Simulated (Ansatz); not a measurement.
# SrO (Fm-3m) in Ansatz: settings compared

Aim: see how the results for SrO move with the level of theory and the settings. Levels: LDA, PBE. Tasks: band structure.

Everything below comes from runs of Ansatz 0.2.0. Logs are shortened: lines on timing, memory, paths and dates and some standing lists are left out, and cuts for length are marked.

**1. The structure**

It takes space group Fm-3m (No. 225, cubic). The conventional cell has a = 5.133 Å, b = 5.133 Å, c = 5.133 Å, α = 90.00°, β = 90.00°, γ = 90.00°. Sr (site symmetry m-3m) has 6 O at 2.57 Å as nearest neighbours. O (site symmetry m-3m) has 6 Sr at 2.57 Å as nearest neighbours.

**2. Band structure, LDA**

Contents of input.yaml:

```yaml
crystal:
  lattice:
    - [0.0, 2.5663, 2.5663]
    - [2.5663, 0.0, 2.5663]
    - [2.5663, 2.5663, 0.0]
  atoms:
    - { symbol: Sr, position: [0.5, 0.5, 0.5] }
    - { symbol: O, position: [0.0, 0.0, 0.0] }
hamiltonian:
  xc: lda
  pseudopotentials: { kind: paw }
kpoints:
  mp_grid: { grid: [9, 9, 9] }
  band_path:
    path:
      - [[0.0, 0.0, 0.0], [0.5, 0.0, 0.5], [0.5, 0.25, 0.75], [0.375, 0.375, 0.75], [0.0, 0.0, 0.0], [0.5, 0.5, 0.5], [0.625, 0.25, 0.625], [0.5, 0.25, 0.75], [0.5, 0.5, 0.5], [0.375, 0.375, 0.75]]
      - [[0.625, 0.25, 0.625], [0.5, 0.0, 0.5]]
    npoints: 14
scf:
  occupations: { method: fermi_dirac, width: 0.05 }
  n_extra_bands: 6
output:
  forces: true
  stress: true
  eigenvalues: true
  fatbands: true
  write_density: true
  write_potential: true
  elf: true
  volumetric_format: npy
```

Potentials or basis: Ansatz PAW.

The run is started by

```sh
> ansatz run input.yaml --threads 2 --pin off --max-ram 5632MiB --backend cpu --events-out ev --progress --plain --runs-dir out
```

Standard output:

```text
Warning: RAYON_NUM_THREADS=2 ignored (pool sized by the plan → 2); use --threads N
scf.n_extra_bands = 6 over 8 filled bands (N_el = 16.0): the run solves 14 bands
Engine: ansatz 0.2.0, aarch64-unknown-linux-gnu
Pseudopotentials: kind: paw
Pseudopotential: Sr, paw, valence charge 10, recommended cutoff 420 eV (normal), Sr.paw.azcp
Pseudopotential: O, paw, valence charge 6, recommended cutoff 420 eV (normal), O.paw.azcp
Functional definition: SPW92
  exchange = slater_x
  correlation = pw_c
Crystal: 2 atoms, lattice volume = 33.803 Å³
Basis set: ecut = 420 eV, 645 PW (Γ)
Bands: 14, of which v1, the nominal top of the filled ones, is band 8 counted from 1 (7 counted from 0)
Symmetry: 48 space group operations
Space group: Fm-3m (ITA 225), of the structure as read, at distance tolerance 3.2e-5 Å
k-points: 35 of 729
Non-local potential: Sr, projectors of the file, l = 0: 3, l = 1: 2, l = 2: 2
Non-local potential: O, projectors of the file, l = 0: 2, l = 1: 2, l = 2: 1
PAW form: soft (Blöchl's): semilocal exchange-correlation on the pseudo side does not see the compensation charge
PAW frozen core: Sr, regenerated for the run's functional, and the local potential with it (the file was generated under x = pbe(κ = 0.804, μ = 0.2195149727645171), c = pbe(β = 0.06672455060314922))
PAW frozen core: O, regenerated for the run's functional, and the local potential with it (the file was generated under x = pbe(κ = 0.804, μ = 0.2195149727645171), c = pbe(β = 0.06672455060314922))
PAW one-centre angular grid: Sr, 110 points (default); XC on 64 Gauss nodes
PAW one-centre angular grid: O, 110 points (default); XC on 64 Gauss nodes
Initial density: superposition of atomic densities (neutral atoms: chi_scale 0, normalization atom), corrected by the library's trained network
Initial wavefunctions: pseudopotential atomic-orbital guess
Functional: x = slater, c = lda
SCF iter   1: F=—  HF=-4002.832601 eV  |F-HF|=—  |Δ(HF+E_count)|=         —  Δρ=1.64e-2  dr2=9.29e-2  ethr=1.77e-3  ⟨swp⟩=8.6  Hψ=3751  notcnv=0  defer=3
preconditioner: auto → none  [insulator: Δε(μ)=2.929 eV  Ē_g=17.174 eV  σ=0.050 eV  W_gap=1.00  n_scr=8 (ndim 8)  ℏωp=23.9 eV  f_vac=0.000  D(μ)=0.00/eV (n_scr^D=0)  ε∞_Penn≈2.9]
SCF iter   2: F=—  HF=-4002.814761 eV  |F-HF|=—  |Δ(HF+E_count)|=   1.78e-2  Δρ=5.23e-3  dr2=1.06e-2  ethr=5.80e-4  ⟨swp⟩=1.9  Hψ=843  notcnv=0  defer=43
SCF iter   3: F=—  HF=-4002.812467 eV  |F-HF|=—  |Δ(HF+E_count)|=   2.29e-3  Δρ=6.32e-4  dr2=9.18e-5  ethr=6.60e-5  ⟨swp⟩=2.0  Hψ=523  notcnv=0  defer=53
SCF iter   4: F=—  HF=-4002.812453 eV  |F-HF|=—  |Δ(HF+E_count)|=   1.41e-5  Δρ=2.78e-5  dr2=1.54e-7  ethr=5.74e-7  ⟨swp⟩=2.5  Hψ=631  notcnv=0  defer=53
iter 5 did not close the SCF: its close was put off for the readings that it lacked (scf_convergence_deferred on its scf_iter line)
SCF iter   5: F=-4002.812453 eV  HF=-4002.812453 eV  |F-HF|=7.28e-10  |Δ(HF+E_count)|=   1.13e-7  Δρ=7.75e-6  dr2=5.54e-9  ethr=9.64e-10  ⟨swp⟩=2.6  Hψ=793  notcnv=0  defer=53
SCF iter   6: F=-4002.812453 eV  HF=-4002.812453 eV  |F-HF|=5.05e-11  |Δ(HF+E_count)|=  3.91e-10  Δρ=1.32e-6  dr2=1.12e-10  ethr=3.47e-11  ⟨swp⟩=11.1  Hψ=3313  notcnv=0
SCF 1 converged in 6 iterations: F = -4002.812453 eV  dr2 = 1.12e-10
NSCF: frozen V_eff on 142 k-points
SCF converged after 6 iterations
Free energy (F): -4002.812453 eV
Harris-Foulkes:  -4002.812453 eV  (|F-HF|=5.05e-11)
Internal energy: -4002.812453 eV  (E = F + TS)
E sigma→0 (E₀):  -4002.812453 eV
Fermi energy:    9.206673 eV
--- Per-component energies (eV) ---
  E_band       = -61.443333
  E_kinetic    = 421.539147
  E_local      = -864.099430  (includes V_loc(G=0)·N_el)
  E_nonlocal   = 256.145388
  E_hartree    = 231.037482
  E_xc         = -245.894332
  E_vxc        = -257.399682  (∫ρ·V_xc dr)
  E_paw        = -2743.817008  (= ΣΔE_a)
  E_vpaw       = -79.706082  (= ΣTr[D̂ρ^β])
  E_aug_tail   = 0.002463  (compensation charges beyond the density's cutoff)
  E_ewald      = -1058.117221
  E_core_change = 0.391057  (= ΣΔE_core)
  E_smearing   = -0.000000  (= −TS)
  E_closure    = 0.000000  (closes the sum)
  Σ components = -4002.812453   (vs F -4002.812453, Δ=0.00e0)
--- Forces (eV/Å), atoms counted from 1 ---
  atom   1  Sr     0.00000000    -0.00000000    -0.00000000
  atom   2  O     -0.00000000     0.00000000    -0.00000000
  max |Σ_I F_I| component: 1.89e-29 eV/Å
--- Stress (GPa, compression-positive) ---
       -3.830855       0.000000      -0.000000
        0.000000      -3.830855      -0.000000
        0.000000      -0.000000      -3.830855
  P = ⅓ Tr σ = -3.8309 GPa (-38.309 kbar)
--- Band table (eV; the first three rows and the last of 35) ---
  k-point 0: bands = ["-24.4999", "-7.1779", "-6.1477", "-6.1477", "-6.1477", "7.5786", "7.5786", "7.5786", "11.4272", "13.7576", "13.7576", "13.7576", "16.0009", "16.0009"]
  k-point 1: bands = ["-24.4830", "-7.5111", "-6.1580", "-6.1580", "-5.8552", "7.1940", "7.4196", "7.4196", "12.0037", "13.6091", "14.0029", "14.0029", "16.3299", "16.3299"]
  k-point 2: bands = ["-24.4399", "-8.0560", "-6.1838", "-6.1838", "-5.4138", "6.4468", "7.0533", "7.0533", "13.2769", "13.5200", "14.6882", "14.6882", "17.1803", "17.1803"]
  k-point 34: bands = ["-24.3115", "-7.9880", "-6.8025", "-6.7975", "-5.5140", "6.4222", "7.0562", "7.1806", "13.0656", "14.0920", "16.3284", "18.5564", "18.9782", "20.2010"]
```

Run time: 1.6 s. Hardware: 2 threads of Arm Neoverse V2, shared host; peak memory 0.29 GiB.

Results:

* Free energy: -4002.8125 eV
* Pressure: -3.8 GPa
* Band gap on the k mesh: 3.21 eV, indirect (least direct gap 3.29 eV)
* Band gap along the path: 3.15 eV, indirect (least direct gap 3.23 eV)

Levels at the corners of the path, in eV from the valence-band top:
```csv
point,band 6,band 7,band 8,band 9,band 10,band 11
Γ,0.00,0.00,0.00,3.85,6.18,6.18
X,-0.39,-0.07,-0.07,3.15,7.84,10.17
W,-1.14,-0.41,-0.41,5.94,5.94,8.71
K,-0.96,-0.57,-0.44,4.69,7.84,8.81
Γ,0.00,0.00,0.00,3.85,6.18,6.18
L,-2.23,-1.14,-1.14,6.51,8.27,8.89
U,-0.96,-0.57,-0.44,4.69,7.84,8.81
W,-1.14,-0.41,-0.41,5.94,5.94,8.71
L,-2.23,-1.14,-1.14,6.51,8.27,8.89
K,-0.96,-0.57,-0.44,4.69,7.84,8.81
U,-0.96,-0.57,-0.44,4.69,7.84,8.81
X,-0.39,-0.07,-0.07,3.15,7.84,10.17
```

Caveat: the k mesh misses the band edges, so the gap on the mesh is wider than the one along the path; the pressure holds a Pulay correction of +0.5 GPa for the finite cutoff; the PAW data sets come from PBE, with cores solved anew for the run's functional, which leaves a small shift of forces and pressure.

**3. Band structure, PBE**

input.yaml, as its differences from that of step 2:

```diff
@@ -9,3 +9,3 @@
 hamiltonian:
-  xc: lda
+  xc: pbe
   pseudopotentials: { kind: paw }
@@ -25,6 +25,2 @@
   eigenvalues: true
-  fatbands: true
-  write_density: true
-  write_potential: true
-  elf: true
-  volumetric_format: npy
+  fatbands: false
```

Potentials or basis: Ansatz PAW.

The run is started by

```sh
> ansatz run input.yaml --threads 2 --pin off --max-ram 5632MiB --backend cpu --events-out ev --progress --plain --runs-dir out
```

Run time: 1.2 s. Hardware: 2 threads of Arm Neoverse V2, shared host; peak memory 0.27 GiB.

The run converged. Its results:

```yaml
Free_energy: -4114.6162 eV
Pressure: 3.3 GPa
Band_gap_on_the_k_mesh: 3.37 eV, indirect (least direct gap 3.45 eV)
Band_gap_along_the_path: 3.31 eV, indirect (least direct gap 3.38 eV)
```

Levels at the corners of the path, in eV from the valence-band top:
```
point  band 6  band 7  band 8  band 9  band 10  band 11
    Γ    0.00    0.00    0.00    4.05     6.27     6.27
    X   -0.39   -0.07   -0.07    3.31     7.89    10.27
    W   -1.11   -0.41   -0.41    6.06     6.06     8.71
    K   -0.94   -0.56   -0.44    4.82     7.95     8.82
    Γ    0.00    0.00    0.00    4.05     6.27     6.27
    L   -2.15   -1.12   -1.12    6.61     8.47     8.93
    U   -0.94   -0.56   -0.44    4.82     7.95     8.82
    W   -1.11   -0.41   -0.41    6.06     6.06     8.71
    L   -2.15   -1.12   -1.12    6.61     8.47     8.93
    K   -0.94   -0.56   -0.44    4.82     7.95     8.82
    U   -0.94   -0.56   -0.44    4.82     7.95     8.82
    X   -0.39   -0.07   -0.07    3.31     7.89    10.27
```

Caveat: the k mesh misses the band edges, so the gap on the mesh is wider than the one along the path; the pressure holds a Pulay correction of +0.4 GPa for the finite cutoff.
